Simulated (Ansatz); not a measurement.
TiSi under changes of volume

One of the cells (14.630 Å³/atom); the others are scaled copies at fixed shape and fractional positions:

```
Ti Si
1.0
     1.81618   -2.11762    0.00000
     1.81618    2.11762    0.00000
     0.00000    0.00000    3.80393
Ti Si
1 1
Cartesian
  1.8162 0.0000 0.0000
  0.0000 0.0000 1.9020
```

The cell comes from a database or a generator and needn't be the stable form of this composition.

```yaml
Program: Ansatz 0.2.0
Functional: r2SCAN
Potentials_or_basis: Ansatz PAW
Cutoff: "500 eV (not typed: the program's choice for these potentials)"
k_mesh: 10 × 10 × 7
Occupations: fermi-dirac, width 0.05 eV
Spin: no spin polarisation
```

```tsv
volume (Å³/atom)	energy over the lowest point (meV/atom)	pressure (GPa)
13.752	15.58	7.7
14.045	4.78	4.2
14.337	0.00	1.0
14.630	0.73	-1.8
14.922	6.46	-4.4
15.215	?	?
15.508	31.01	-8.9
```

Question: What does the run at 15.215 Å³/atom give?

Answer: Energy over the lowest point 16.70 meV/atom; pressure -6.8 GPa.

Worked out: A Birch-Murnaghan fit of order 3 (a polynomial in V^(-2/3)) to the other rows has its minimum at 14.44 Å³/atom with B0 = V·E''(V) = 143 GPa and B' = 3.9 at fixed shape and positions, which overstates the stiffness. It gives 16.68 meV/atom at 15.215 Å³/atom, against the run's 16.70, and -dE/dV = -6.8 GPa, against -6.8.

Energies are extrapolated to zero smearing.

Caveats: the PAW data sets come from PBE, with cores solved anew for the run's functional, which leaves a small shift of forces and pressure.
